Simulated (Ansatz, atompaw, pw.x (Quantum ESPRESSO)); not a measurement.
**What a changed setting does to a pw.x run (fcc Co)**

Potential: PAW, atompaw 4.2.0.5, PBEsol; core [Ar], reference 3d7 4s2 4p0; waves: 4s (bound): rc 2.80 bohr; 4s channel at 0.65 Ry: rc 2.80 bohr; 4p (bound, empty): rc 2.80 bohr; 4p channel at 1.95 Ry: rc 2.80 bohr; 3d (bound): rc 1.45 bohr; 3d channel at 0.1 Ry: rc 1.45 bohr; local part: bessel scheme, radius 2.32 bohr; core correction: smooth core density matched at 1.70 bohr; augmentation: besselshape compensation charge, radius 2.70 bohr; PAW radius 2.80 bohr; waves and projectors: custom rrkj gramschmidtortho.

The reference run (k-mesh 16³, cutoffs 110/900 Ry, Fermi–Dirac 0.01 Ry, mixing_beta 0.4, conv_thr 1e-9, no spin) gives 0.56 GPa at 9.942 Å³/atom, where all-electron LAPW gives -0.40 GPa. This run, with its own iteration cap, changes nspin = 2 with starting_magnetization to 0.2.

```
&control
  calculation='scf', prefix='x', pseudo_dir='./', outdir='./tmp', tstress=.true., disk_io='none'
/
&system
  ibrav=0, nat=1, ntyp=1, ecutwfc=110, ecutrho=900, nbnd=12,
  occupations='smearing', smearing='fd', degauss=0.01, nspin=2, starting_magnetization(1)=0.2
/
&electrons
  conv_thr=1e-09, mixing_beta=0.4, electron_maxstep=50
/
ATOMIC_SPECIES
Co 1.0 Co.UPF
CELL_PARAMETERS angstrom
  0.00000000 1.70666358 1.70666358
  1.70666358 0.00000000 1.70666358
  1.70666358 1.70666358 0.00000000
ATOMIC_POSITIONS crystal
Co 0.0000 0.0000 0.0000
K_POINTS automatic
16 16 16 0 0 0
```

```bash
pw.x < Co.scf.in > Co.scf.out
```

Q: How does the run end?

A: It converges in 11 iterations; the free energy moves by -80.7 meV/atom and the pressure by +12.75 GPa.

```
Message from routine setup:
     using ibrav=0 with symmetry is DISCOURAGED, use correct ibrav instead
     lattice parameter (alat)  =       4.5610  a.u.
     unit-cell volume          =      67.0919 (a.u.)^3
     number of electrons       =         9.00
     number of Kohn-Sham states=           12
     kinetic-energy cutoff     =     110.0000  Ry
     charge density cutoff     =     900.0000  Ry
     scf convergence threshold =      1.0E-09
     Exchange-correlation= SLA PW PSX PSC
     atomic species   magnetization
     number of k points=   145  Fermi-Dirac smearing, width (Ry)=  0.0100
     iteration #  1     ecut=   110.00 Ry     beta= 0.40
     total energy              =    -159.60221848 Ry
     estimated scf accuracy    <       0.00942662 Ry
     total magnetization       =     1.44 Bohr mag/cell
     absolute magnetization    =     1.44 Bohr mag/cell
     iteration #  2     ecut=   110.00 Ry     beta= 0.40
     total energy              =    -159.60294867 Ry
     estimated scf accuracy    <       0.00155966 Ry
     total magnetization       =     1.45 Bohr mag/cell
     absolute magnetization    =     1.46 Bohr mag/cell
     iteration #  3     ecut=   110.00 Ry     beta= 0.40
     total energy              =    -159.60413055 Ry
     estimated scf accuracy    <       0.00113792 Ry
     total magnetization       =     1.45 Bohr mag/cell
     absolute magnetization    =     1.48 Bohr mag/cell
     iteration #  4     ecut=   110.00 Ry     beta= 0.40
     total energy              =    -159.60463968 Ry
     estimated scf accuracy    <       0.00031573 Ry
     total magnetization       =     1.47 Bohr mag/cell
     absolute magnetization    =     1.53 Bohr mag/cell
     iteration #  5     ecut=   110.00 Ry     beta= 0.40
     total energy              =    -159.60473391 Ry
     estimated scf accuracy    <       0.00000771 Ry
     total magnetization       =     1.52 Bohr mag/cell
     absolute magnetization    =     1.59 Bohr mag/cell
     iteration #  6     ecut=   110.00 Ry     beta= 0.40
     total energy              =    -159.60476654 Ry
     estimated scf accuracy    <       0.00015927 Ry
     total magnetization       =     1.52 Bohr mag/cell
     absolute magnetization    =     1.58 Bohr mag/cell
     iteration #  7     ecut=   110.00 Ry     beta= 0.40
     total energy              =    -159.60479211 Ry
     estimated scf accuracy    <       0.00001137 Ry
     total magnetization       =     1.53 Bohr mag/cell
     absolute magnetization    =     1.60 Bohr mag/cell
     iteration #  8     ecut=   110.00 Ry     beta= 0.40
     total energy              =    -159.60479565 Ry
     estimated scf accuracy    <       0.00000017 Ry
     total magnetization       =     1.53 Bohr mag/cell
     absolute magnetization    =     1.59 Bohr mag/cell
     iteration #  9     ecut=   110.00 Ry     beta= 0.40
     total energy              =    -159.60479593 Ry
     estimated scf accuracy    <       0.00000001 Ry
     total magnetization       =     1.53 Bohr mag/cell
     absolute magnetization    =     1.60 Bohr mag/cell
     iteration # 10     ecut=   110.00 Ry     beta= 0.40
     total energy              =    -159.60479593 Ry
     estimated scf accuracy    <          4.2E-09 Ry
     total magnetization       =     1.53 Bohr mag/cell
     absolute magnetization    =     1.60 Bohr mag/cell
     iteration # 11     ecut=   110.00 Ry     beta= 0.40
     the Fermi energy is    18.8127 ev
!    total energy              =    -159.60479593 Ry
     estimated scf accuracy    <          5.8E-11 Ry
     smearing contrib. (-TS)   =      -0.00525018 Ry
     The total energy is F=E-TS. E is the sum of the following terms:
     one-electron contribution =       0.12802354 Ry
     hartree contribution      =       4.58618876 Ry
     xc contribution           =     -11.75433826 Ry
     ewald contribution        =     -57.57507479 Ry
     one-center paw contrib.   =     -94.98434501 Ry
     total magnetization       =     1.53 Bohr mag/cell
     absolute magnetization    =     1.60 Bohr mag/cell
     convergence has been achieved in  11 iterations
          total   stress  (Ry/bohr**3)                   (kbar)     P=      133.10
     Message from routine punch:
     Nothing written, as per user request (disk_io='none')
```

The run took about 73 s on one core of a shared host (Intel(R) Xeon(R) Platinum 8259CL CPU @ 2.50GHz, 96 threads, 755 GiB, load 44).
